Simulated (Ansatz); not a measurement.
# Screening in CdTe (F-43m), part 2 of 2

Aim: the electronic dielectric constant of CdTe (F-43m) by perturbation theory, a sum over states and the RPA step of G0W0.

Ansatz 0.2.0; linear response on PBE, plane waves, PAW. Known limits of the many-body steps: not at the basis limit; mesh may overstate the screening; no spin-orbit coupling; coarse k mesh.

So far. Step 2 (Response to a homogeneous field): One over ε∞ averages 0.12, well under the quarter of exact exchange in PBE0, which by this rule of thumb may open the gap too far. Step 3 (Independent-particle spectrum): The sum gives ε∞ = 9.16 without local fields.

## Step 3: Independent-particle spectrum (continued)

Level of this step: independent-particle optics on PBE, plane waves, PAW (Ansatz).

Independent particles, no local fields, Gaussian width 0.2 eV. Table of ε₁, xx=yy=zz by photon energy:

| photon energy (eV) | ε₁, xx=yy=zz |
| --- | --- |
| 0 | 9.12 |
| 1 | 10.2 |
| 2 | 11.2 |
| 3 | 7.54 |
| 4 | 9.21 |
| 5 | -2.49 |
| 6 | -2.72 |
| 7 | -2.86 |
| 8 | -1.80 |
| 9 | -1.13 |
| 10 | -0.629 |
| 11 | -0.222 |
| 12 | -0.00715 |
| 13 | 0.142 |
| 14 | 0.0546 |
| 15 | 0.340 |
| 16 | 0.464 |
| 17 | 0.503 |
| 18 | 0.637 |
| 19 | 0.674 |
| 20 | 0.634 |
| 21 | 0.658 |
| 22 | 0.757 |
| 23 | 0.759 |
| 24 | 0.782 |
| 25 | 0.765 |

## Step 4: RPA screening from the G0W0 run

Now the one-shot GW correction: screening in the RPA, then the self-energy of the levels asked for.

This step: G0W0 on PBE, plane waves, PAW.

File input.yaml:

```yaml
crystal:
  lattice:
    - [0.0, 3.24, 3.24]
    - [3.24, 0.0, 3.24]
    - [3.24, 3.24, 0.0]
  atoms:
    - { symbol: Cd, position: [0.0, 0.0, 0.0] }
    - { symbol: Te, position: [0.25, 0.25, 0.25] }
kpoints:
  mp_grid: { grid: [4, 4, 4] }
hamiltonian:
  xc: pbe
  pseudopotentials: { kind: paw, azcp: { folder: "./paw" } }
scf:
  occupations: { method: fixed }
gw:
  n_empty_bands: 436
  ecut_chi: 200.0
  qp_bands: [v2, c2]
  qp_kpoints: band_edges
  screening: { model: contour_deformation }
```

Launch:

```bash
> ansatz run input.yaml --threads 3 --pin off --max-ram 92160MiB --backend cuda --events-out ev --progress --plain --runs-dir out --devices 1 --max-vram 13GiB
```

Numbers of over 12 decimals in the logs are rounded to 6 here.

The log of the run:

```text
GPUs: using 1 of 1 available (devices: 1).
[...]
GPU FFT provider: cuFFT
GPU libraries: cuBLAS 13.8.2, cuFFT 12.4.0, cuSOLVER 12.3.4
Crystal: 2 atoms, lattice volume = 68.024 Å³
Basis set: ecut = 420 eV, 1363 PW (Γ)
Bands: 22, of which v1, the nominal top of the filled ones, is band 18 counted from 1 (17 counted from 0)
Symmetry: 24 space group operations
[...]
k-points: 8 of 64 (time reversal used)
[...]
1    20     12.6353    -6.7439    -4.3725   -11.1248  0.7352    12.6437    12.6437  root
[...]
6    17      5.6167   -15.6897     1.9941   -12.9983  0.7144     4.8542     4.9195  root
     6    18      5.6167   -15.6897     1.9941   -12.9983  0.7144     4.8542     4.9195  root
     6    19     10.0843    -5.9179    -3.6674    -9.3846  0.7621     9.8853     9.8835  root
     6    20     10.1522    -8.1022    -3.8910   -11.9523  0.7513    10.1114    10.1113  root
[key lines of the parts left out:]
SCF converged after 7 iterations
Free energy (F): -15235.410497 eV
Fermi energy:    7.483641 eV
```

The job ended after 26 s (1 × NVIDIA H100 80GB HBM3 (shared by 6 runs) with 3 threads of AMD EPYC 7R13 (Zen 3), shared host; peak memory 1.5 GiB; 10 s of CPU time).

This step gave:

```yaml
bands_summed: 454
rpa_eps_infinity_on_this_mesh_eigenvalues: 26.19, 26.19, 26.19
plane_waves_in_the_screening_matrix: 411
g0w0_gap_on_the_mesh: 1.330 eV
k_of_the_valence_top: 0, 0, 0
k_of_the_conduction_bottom: 0, 0, 0
starting_gap_on_the_mesh: 0.7600 eV
least_direct_g0w0_gap_on_the_computed_points: 1.330 eV
```

The gap on the mesh goes from 0.76 eV to 1.33 eV, a correction of +0.57 eV. Between the two edge states, bare exchange in place of the xc potential would open the gap by 6.00 eV, and correlation takes back 5.43 eV.

Mean over the mesh in bins of 0.25 1/Å. Static inverse dielectric function, diagonal against length of q+G:

length of q+G (Å⁻¹), static inverse dielectric function, diagonal and a bar from the least value:
```
     0.45      0.214 
     0.78      0.313 ####
     1.06      0.399 #######
     1.25      0.470 ##########
     1.51      0.541 #############
     1.80      0.626 ################
     2.05      0.685 ##################
     2.24      0.721 ####################
     2.50      0.766 #####################
     2.78      0.806 #######################
     3.02      0.836 ########################
     3.23      0.860 #########################
     3.48      0.885 ##########################
     3.75      0.906 ###########################
     3.99      0.921 ###########################
     4.24      0.935 ############################
     4.52      0.946 ############################
     4.77      0.955 #############################
     5.00      0.961 #############################
     5.26      0.967 #############################
     5.51      0.972 #############################
     5.76      0.976 #############################
     6.00      0.980 ##############################
     6.25      0.982 ##############################
     6.50      0.985 ##############################
     6.75      0.987 ##############################
     7.00      0.989 ##############################
     7.18      0.990 ##############################
```

## Step 5: The values together

Times are wall times on 1 × NVIDIA H100 80GB HBM3 (shared by 6 runs) with 3 threads of AMD EPYC 7R13 (Zen 3), shared host, good to a factor of about two.

| method | mesh | ε∞, low | middle | high | mean | time |
| --- | --- | --- | --- | --- | --- | --- |
| perturbation theory (local fields and xc kernel) | 6×6×6 (response on 512 points) | 8.67 | 8.67 | 8.67 | 8.67 | 33 s |
| sum over states (no local fields) | 6×6×6 | 9.16 | 9.16 | 9.16 | 9.16 | 21 s |
| RPA with local fields, on the GW mesh | 4×4×4 | 26.19 | 26.19 | 26.19 | 26.19 | 26 s |

## Step 6: What came out

```
perturbation theory (local fields and xc kernel) : 8.67, 8.67, 8.67
sum over states (no local fields)                : 9.16, 9.16, 9.16
RPA with local fields, on the GW mesh            : 26.19, 26.19, 26.19
```

In words: Mean Born effective charge: Cd1 2.18, Te2 -2.18 e. Distinct peaks of the ε₂, xx=yy=zz stand at 2.8, 4.5 and 5.8 eV; the one at 4.5 eV is strongest. The most distinct maxima of the loss function, xx=yy=zz lie at 12.0 and 14.4 eV, the highest at 14.4 eV. The sum without local fields gives 9.16 in the mean against 8.67 by perturbation theory; local fields lower ε∞ and the xc kernel gives part of it back, though the sum also carries the error of its own mesh. The RPA values on the 4×4×4 mesh average 3.02 times those of perturbation theory (means 26.19 and 8.67). Without the xc kernel RPA should lie a little lower; it lies higher here. Perturbation theory sums its response on a denser mesh of its own, so the coarser sum of the GW run is the likely cause. Ions are clamped, so the lattice part of the static constant is not in these numbers.

[Paths, hosts, dates, memory and timing lines, banners, echoed tables and standing remarks are left out of the program output.]

[Logs are printed without paths, hosts, clocks, repeated set-up lines and the standing remarks that a program may print on its own settings, such as how far it seeks lower states.]

[Runs of the session that timed out or met a known fault of the program may be left out.]

[Cells called generated may have been cut or substituted from an entry of the Crystallography Open Database or the Materials Project.]

[Hosts, paths, dates, database ids (printed as entryN), source tags and the programs' standing remarks are cut or masked in the printed files.]
